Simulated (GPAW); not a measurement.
# AgCl (Pm-3m) in GPAW: convergence with basis set

Aim: find how far basis set must go before the results for AgCl settle, at LDA. This setting moves, with any that are tied to it; all else stays.

Program: GPAW 26.7.0. These are calculated values, not measurements. Logs are shortened: lines on timing, memory, paths and dates and some standing lists are left out, and cuts for length are marked. The log counts tension as positive stress, the text compression.

## Step 1: The structure

It takes space group Pm-3m (No. 221, cubic). The conventional cell has a = 3.434 Å, b = 3.434 Å, c = 3.434 Å, α = 90.00°, β = 90.00°, γ = 90.00°. Around Ag (site symmetry m-3m) lie 8 Cl at 2.97 Å. Cl (site symmetry m-3m) is surrounded by 8 Ag at 2.97 Å.

Measurements of this composition are mostly on another form, of space group No. 225.

## Step 2: With basis set lcao:sz(dzp)

Contents of run.py:

```python
from ase.dft.bandgap import bandgap
from ase.io import read, write
from gpaw import GPAW

atoms = read('POSCAR')

calc = GPAW(mode='lcao',
            h=0.16,
            basis='sz(dzp)',
            xc='LDA',
            kpts={'size': (8, 8, 8), 'gamma': True},
            occupations={'name': 'fermi-dirac', 'width': 0.05},
            convergence={'density': 1e-05, 'energy': 1e-05},
            maxiter=100,
            txt='gpaw.txt')
atoms.calc = calc
energy = atoms.get_potential_energy()
forces = atoms.get_forces()
calc.write('gs.gpw')
write('result.traj', atoms)
print(f'Energy: {energy:.6f} eV')
print('Forces (eV/A):')
print(forces.round(4))
print('Fermi level:', round(calc.get_fermi_level(), 4), 'eV')
print(f'Gap: {bandgap(calc)[0]:.4f} eV, direct: {bandgap(calc, direct=True)[0]:.4f} eV')
```

Contents of POSCAR:

```
AgCl
1.0
    3.4339730000      0.0000000000      0.0000000000
    0.0000000000      3.4339730000      0.0000000000
    0.0000000000      0.0000000000      3.4339730000
Ag Cl
1 1
Direct
    0.0000000000      0.0000000000      0.0000000000
    0.5000000000      0.5000000000      0.5000000000
```

Potentials or basis: the program's PAW data sets (release 1.2.1) made for this functional, lcao:sz(dzp).

Started as:

```console
$ OMP_NUM_THREADS=1 python run.py
```

gpaw.txt:

```text
__  _  _
 | _ |_)|_||  |
 |__||  | ||/\| - 26.7.0

Input parameters:
  mode=LCAO(),
  basis={'default': 'sz(dzp)'},
  convergence={'density': 1e-05, 'energy': 1e-05},
  h=0.16,
  kpts=MonkhorstPack(size=(8, 8, 8), gamma=True),
  maxiter=100,
  occupations=Occupations(name='fermi-dirac', width=0.05),
  xc=XC(name='LDA')
   .-------.
  /|       |
 * |       |
 | |  Cl   |
 | .-------.
 |/       /
 Ag------*

Atoms  # Å, Bohr magnetons
|   | symbol |        x |        y |        z |    initial magnetic moments |
|---|--------|----------|----------|----------|-----------------------------|
| 0 |     Ag | 0.000000 | 0.000000 | 0.000000 | ( 0.0000,  0.0000,  0.0000) |
| 1 |     Cl | 1.716986 | 1.716986 | 1.716986 | ( 0.0000,  0.0000,  0.0000) |

Unit cell  # Å
| periodic |        x |        y |        z |  lengths |    angles |
|----------|----------|----------|----------|----------|-----------|
|      yes | 3.433973 | 0.000000 | 0.000000 | 3.433973 | 90.000000 |
|      yes | 0.000000 | 3.433973 | 0.000000 | 3.433973 | 90.000000 |
|      yes | 0.000000 | 0.000000 | 3.433973 | 3.433973 | 90.000000 |

Number of symmetries: 48
Symmetry operations  # r_c * U_cc + t_c -> r_c
|    | kind |            matrix            |
|----|------|------------------------------|
|  0 |  E   |  1, 0, 0,  0, 1, 0,  0, 0, 1 |
|  1 |  σ   |  1, 0, 0,  0, 1, 0,  0, 0,-1 |
|  2 |  σ   |  1, 0, 0,  0, 0, 1,  0, 1, 0 |
|  3 |  C4  |  1, 0, 0,  0, 0, 1,  0,-1, 0 |
|  4 |  C4  |  1, 0, 0,  0, 0,-1,  0, 1, 0 |
|  5 |  σ   |  1, 0, 0,  0, 0,-1,  0,-1, 0 |
|  6 |  σ   |  1, 0, 0,  0,-1, 0,  0, 0, 1 |
|  7 |  C2  |  1, 0, 0,  0,-1, 0,  0, 0,-1 |
|  8 |  σ   |  0, 1, 0,  1, 0, 0,  0, 0, 1 |
|  9 |  C2  |  0, 1, 0,  1, 0, 0,  0, 0,-1 |
| 10 |  C3  |  0, 1, 0,  0, 0, 1,  1, 0, 0 |
| 11 |  S6  |  0, 1, 0,  0, 0, 1, -1, 0, 0 |
| 12 |  S6  |  0, 1, 0,  0, 0,-1,  1, 0, 0 |
| 13 |  C3  |  0, 1, 0,  0, 0,-1, -1, 0, 0 |
| 14 |  C4  |  0, 1, 0, -1, 0, 0,  0, 0, 1 |
| 15 |  S4  |  0, 1, 0, -1, 0, 0,  0, 0,-1 |
| 16 |  C3  |  0, 0, 1,  1, 0, 0,  0, 1, 0 |
[... 17 lines left out ...]
| 34 |  S6  |  0,-1, 0,  0, 0, 1,  1, 0, 0 |
| 35 |  C3  |  0,-1, 0,  0, 0, 1, -1, 0, 0 |
| 36 |  C3  |  0,-1, 0,  0, 0,-1,  1, 0, 0 |
| 37 |  S6  |  0,-1, 0,  0, 0,-1, -1, 0, 0 |
| 38 |  σ   |  0,-1, 0, -1, 0, 0,  0, 0, 1 |
| 39 |  C2  |  0,-1, 0, -1, 0, 0,  0, 0,-1 |
| 40 |  σ   | -1, 0, 0,  0, 1, 0,  0, 0, 1 |
| 41 |  C2  | -1, 0, 0,  0, 1, 0,  0, 0,-1 |
| 42 |  C2  | -1, 0, 0,  0, 0, 1,  0, 1, 0 |
| 43 |  S4  | -1, 0, 0,  0, 0, 1,  0,-1, 0 |
| 44 |  S4  | -1, 0, 0,  0, 0,-1,  0, 1, 0 |
| 45 |  C2  | -1, 0, 0,  0, 0,-1,  0,-1, 0 |
| 46 |  C2  | -1, 0, 0,  0,-1, 0,  0, 0, 1 |
| 47 |  i   | -1, 0, 0,  0,-1, 0,  0, 0,-1 |

BZ-sampling:
  Number of BZ points: 512
  Number of IBZ points: 35

  Monkhorst-Pack size: [8, 8, 8]
  Monkhorst-Pack shift: [0.0625, 0.0625, 0.0625]

K-points  # in reciprocal-cell coordinates
|     |                                coordinates |     weight |
|-----|--------------------------------------------|------------|
|   0 | (  0.00000000,   0.00000000,   0.00000000) | 0.00195312 |
|   1 | (  0.12500000,   0.00000000,   0.00000000) | 0.01171875 |
|   2 | (  0.12500000,   0.12500000,   0.00000000) | 0.02343750 |
|   3 | (  0.12500000,   0.12500000,   0.12500000) | 0.01562500 |
|   4 | (  0.25000000,   0.00000000,   0.00000000) | 0.01171875 |
|   5 | (  0.25000000,   0.12500000,   0.00000000) | 0.04687500 |
|   6 | (  0.25000000,   0.12500000,   0.12500000) | 0.04687500 |
|   7 | (  0.25000000,   0.25000000,   0.00000000) | 0.02343750 |
|   8 | (  0.25000000,   0.25000000,   0.12500000) | 0.04687500 |
|   9 | (  0.25000000,   0.25000000,   0.25000000) | 0.01562500 |
| ... |                                            |            |
|  34 | (  0.50000000,   0.50000000,   0.50000000) | 0.00195312 |

basis functions: 16
[... 252 lines left out ...]
    |   5p |  0.000 |      -0.844 |    1.328 |
    |   4d | 10.000 |      -7.664 |    1.180 |
    |    s |        |      22.503 |    1.286 |
    |    d |        |      19.547 |    1.180 |

    LCAO basis set for Ag:
      Name: sz(dzp)
      File: <dir>
      Number of radial functions: 4
      Number of spherical harmonics: 12
        l=0, rc=9.2812 Bohr: 5s-sz confined orbital
        l=1, rc=3.3750 Bohr: 4p-sz confined orbital
        l=1, rc=14.2344 Bohr: 5p-sz confined orbital
        l=2, rc=5.4531 Bohr: 4d-sz confined orbital
      Number of RI-basis functions 0

  Cl:
    name:    Chlorine
    Z:       17.0
    valence: 7
    core:    10
    charge:  0.0  # [|e|]
    compensation charges:
      type: gauss
      rc: 0.25  # [Å]
      lmax: 2
    cutoffs:
      filter: 1.40  # [Å]
      core: 1.49  # [Å]
    projectors
    | kind |    occ | energy [eV] | rcut [Å] |
    |------|--------|-------------|----------|
    |   3s |  2.000 |     -20.688 |    0.794 |
    |   3p |  5.000 |      -8.701 |    0.794 |
    |    s |        |       6.523 |    0.794 |
    |    p |        |      18.511 |    0.794 |
    |    d |        |       0.000 |    0.794 |

    LCAO basis set for Cl:
      Name: sz(dzp)
      File: <dir>
      Number of radial functions: 2
      Number of spherical harmonics: 4
        l=0, rc=5.1719 Bohr: 3s-sz confined orbital
        l=1, rc=6.2656 Bohr: 3p-sz confined orbital
      Number of RI-basis functions 0

Reference energy: -156983.661887  # eV

eigensolver:
  <gpaw.new.lcao.eigensolver.LCAOEigensolver object>
density mixing:
  MSR1-Mixer
  Pratt-step length: 0.05
  Maximum mixing coefficient: 0.75
  Old densities: 10
  SVD Regularization: 0.005
  Good broyden scale: 1.0
  Trust region scale: 1.0
  Backstep threshold: 4.0
  History deletion threshold: 6.0
  Fourier metric: weight=20.0, sigma=0.015

occupation numbers:
  Fermi-Dirac:
    width: 0.0500  # eV

FastPoissonSolver using
    Stencil: 6*3+1=19 point O(h^6) finite-difference Laplacian
    FFT axes: [np.int64(0), np.int64(1), np.int64(2)]
    FST axes: []

xc functional:
  name: None
interpolation: tri-quintic # 5. degree polynomial

convergence criteria:
[... 6 lines left out ...]
|iter     | |      energy | eigst |  dens |
|---------|-|-------------|-------|-------|
|iter:   1| |   -5.538534 |      c|       |
|iter:   2| |   -5.530400 |      c| -1.69 |
|iter:   3| |   -5.489400 |      c| -1.72 |
|iter:   4| |   -5.488151 |      c| -2.29 |
|iter:   5| |   -5.488056 |      c| -2.83 |
|iter:   6| |   -5.488049c|      c| -3.96 |
|iter:   7| |   -5.488049c|      c| -5.37c|

Converged in 7 steps
Energy contributions relative to reference atoms: (reference = -156983.661887)

Energy contributions:
  Kinetic:           5.293726
  Coulomb:          -3.436572
  Zero:             -0.057274
  External:          0.000000
  Xc:               -7.287667
  Entropy:          -0.000526
  Spinorbit:         0.000000
  ----------------------------
  Free energy:      -5.488312
  Extrapolated:     -5.488049

dipole moment: (-10.509838, -10.509838, -10.509838)  # |e|*Ang

Fermi level: 4.252
Eigenvalues  # (at kpt = [0.000, 0.000, 0.000])
| band index |      eig [eV] | occ [0-2] |
|------------|---------------|-----------|
|          0 |       -48.708 |     2.000 |
|        ... |               |           |
|          4 |         1.625 |     2.000 |
|          5 |         1.625 |     2.000 |
|          6 |         2.365 |     2.000 |
|          7 |         2.365 |     2.000 |
|          8 |         2.365 |     2.000 |
|          9 |         2.450 |     2.000 |
|         10 |         2.450 |     2.000 |
|         11 |         2.450 |     2.000 |
|         12 |         4.290 |     0.637 |
|         13 |        17.579 |     0.000 |
|         14 |        17.579 |     0.000 |
|         15 |        17.579 |     0.000 |

Gap: 0.244 eV
Transition (v -> c):
  (s=0, k=20, n=11, [0.50, 0.00, 0.00]) -> (s=0, k=0, n=12, [0.00, 0.00, 0.00])
Direct/indirect transitions are different
Direct gap: 1.840 eV
Transition at: (s=0, k=0, n=11, [0.00, 0.00, 0.00])

Forces  # eV/Ang
|       x |       y |       z |
|---------|---------|---------|
| 0.00000 | 0.00000 | 0.00000 |  # Ag   0
| 0.00000 | 0.00000 | 0.00000 |  # Cl   1

# Writing to gs.gpw (mode='')
```

stdout:

```text
Energy: -5.488049 eV
Forces (eV/A):
[[0. 0. 0.]
 [0. 0. 0.]]
Fermi level: 4.2519 eV
Gap: 0.2438 eV, direct: 1.8403 eV
```

It took 2.7 min on 1 thread of Arm Neoverse N1, shared host; peak memory 0.18 GiB.

What came out:

| Property | Result |
| --- | --- |
| Free energy | -5.4883 eV |
| Band gap on the k mesh | 0.24 eV, indirect (least direct gap 1.84 eV) |

## Step 3: With basis set lcao:szp(dzp)

Changes to run.py since step 2:

```diff
@@ -8,3 +8,3 @@
             h=0.16,
-            basis='sz(dzp)',
+            basis='szp(dzp)',
             xc='LDA',
```

POSCAR is that of step 2.

Potentials or basis: the program's PAW data sets (release 1.2.1) made for this functional, lcao:szp(dzp).

Started as:

```console
$ OMP_NUM_THREADS=1 python run.py
```

It took 4.3 min on 1 thread of Arm Neoverse N1, shared host; peak memory 0.2 GiB.

Results:

| Property | Result |
| --- | --- |
| Free energy | -5.7730 eV |
| Band gap on the k mesh | 0.32 eV, indirect (least direct gap 1.88 eV) |

## Step 4: With basis set lcao:dz(dzp)

Changes to run.py since step 3:

```diff
@@ -8,3 +8,3 @@
             h=0.16,
-            basis='szp(dzp)',
+            basis='dz(dzp)',
             xc='LDA',
```

POSCAR is that of step 3.

Potentials or basis: the program's PAW data sets (release 1.2.1) made for this functional, lcao:dz(dzp).

Started as:

```console
$ OMP_NUM_THREADS=1 python run.py
```

Wall time 4.7 min (1 thread of Arm Neoverse N1, shared host); peak memory 0.21 GiB.

What came out:

```
Free energy            : -5.8887 eV
Band gap on the k mesh : 0.28 eV, indirect (least direct gap 1.86 eV)
```

## Step 5: With basis set lcao:dzp

Changes to run.py since step 4:

```diff
@@ -8,3 +8,3 @@
             h=0.16,
-            basis='dz(dzp)',
+            basis='dzp',
             xc='LDA',
```

POSCAR is that of step 4.

Potentials or basis: the program's PAW data sets (release 1.2.1) made for this functional, lcao:dzp.

Started as:

```console
$ OMP_NUM_THREADS=1 python run.py
```

Run time: 6.9 min. Hardware: 1 thread of Arm Neoverse N1, shared host; peak memory 0.23 GiB.

It converged, with:

- Free energy: -6.1200 eV
- Band gap on the k mesh: 0.29 eV, indirect (least direct gap 1.82 eV)

## Step 6: With basis set fd

Changes to run.py since step 5:

```diff
@@ -6,5 +6,4 @@
 
-calc = GPAW(mode='lcao',
+calc = GPAW(mode='fd',
             h=0.16,
-            basis='dzp',
             xc='LDA',
@@ -12,2 +11,3 @@
             occupations={'name': 'fermi-dirac', 'width': 0.05},
+            nbands=23,
             convergence={'density': 1e-05, 'energy': 1e-05},
```

POSCAR is that of step 5.

Potentials or basis: the program's PAW data sets (release 1.2.1) made for this functional, fd.

Started as:

```console
$ OMP_NUM_THREADS=1 python run.py
```

Run time: 1.8 min. Hardware: 1 thread of Arm Neoverse N1, shared host; peak memory 0.32 GiB.

Results (log left out):

```
Free energy            : -6.5318 eV
Band gap on the k mesh : 0.27 eV, indirect (least direct gap 1.80 eV)
```

## Step 7: With basis set pw

Changes to run.py since step 6:

```diff
@@ -2,3 +2,4 @@
 from ase.io import read, write
-from gpaw import GPAW
+from ase.units import GPa
+from gpaw import GPAW, PW
 
@@ -6,4 +7,3 @@
 
-calc = GPAW(mode='fd',
-            h=0.16,
+calc = GPAW(mode=PW(600),
             xc='LDA',
@@ -18,2 +18,3 @@
 forces = atoms.get_forces()
+stress = atoms.get_stress()
 calc.write('gs.gpw')
@@ -23,2 +24,3 @@
 print(forces.round(4))
+print('Stress (GPa):', (stress / GPa).round(3))
 print('Fermi level:', round(calc.get_fermi_level(), 4), 'eV')
```

POSCAR is that of step 6.

Potentials or basis: the program's PAW data sets (release 1.2.1) made for this functional, pw.

Started as:

```console
$ OMP_NUM_THREADS=1 python run.py
```

It took 22 s on 1 thread of Arm Neoverse N1, shared host; peak memory 0.16 GiB.

It converged, with:

| Property | Result |
| --- | --- |
| Free energy | -6.5191 eV |
| Pressure | -7.6 GPa |
| Band gap on the k mesh | 0.27 eV, indirect (least direct gap 1.80 eV) |

## Step 8: Result

| basis set | energy less the tightest run, at zero smearing (meV/atom) | gap on the mesh (eV) | SCF cycles | CPU time (s) | peak memory (GiB) |
| --- | --- | --- | --- | --- | --- |
| lcao:sz(dzp) | 515.43 | 0.244 | 7 | 160 | 0.18 |
| lcao:szp(dzp) | 373.02 | 0.324 | 7 | 260 | 0.2 |
| lcao:dz(dzp) | 315.22 | 0.276 | 9 | 280 | 0.21 |
| lcao:dzp | 199.51 | 0.290 | 9 | 420 | 0.23 |
| fd | -6.35 | 0.268 | 12 | 110 | 0.32 |
| pw | 0.00 | 0.269 | 8 | 22 | 0.16 |

Against the tightest run, the gap on the mesh stays within 0.01 eV from fd on. Not settled before the last step: the energy (to 1 meV/atom). The tightest run that finished is the yardstick and may itself not be fully converged.
